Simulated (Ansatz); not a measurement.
Space group P6_3/mmc (No. 194). a = 2.865 Å, b = 2.865 Å, c = 4.791 Å, α = 90.00°, β = 90.00°, γ = 120.00°
```
atom site symmetry x y z
  Au    2d      -6m2  0.3333  0.6667  0.7500
```

Equation of state of this Au structure (not necessarily the ground state), with shape and atoms relaxed at each volume where symmetry leaves them free. It has no gap at any of these volumes. Theory: DFT PBEsol, scalar-relativistic, plane waves, PAW in Ansatz.

Plane waves to 420 eV, a k mesh through Γ of 18×18×10 on the computed 2-atom cell and Gaussian smearing (0.10 eV); no spin polarisation.

| V (Å³/atom) | E − E(largest V) (meV/atom) | P (GPa) |
| --- | --- | --- |
| 14.986 | 103.36 | 31.81 |
| 15.497 | 19.39 | 21.28 |
| 16.007 | -34.20 | 12.69 |
| 16.518 | -63.08 | 5.70 |
| 17.029 | -71.83 | 0.01 |
| 17.540 | -64.21 | -4.61 |
| 18.051 | -43.49 | -8.28 |
| 18.732 | 0.00 | -12.12 |

Task: Fit a third-order Birch–Murnaghan equation to E(V).

Result: V0 = 17.03 Å³/atom, B0 = 169 GPa, B0' = 6.1.

Spin-orbit coupling is left out, which matters for the bands of heavy elements.

This form isn't the element's structure at ambient conditions.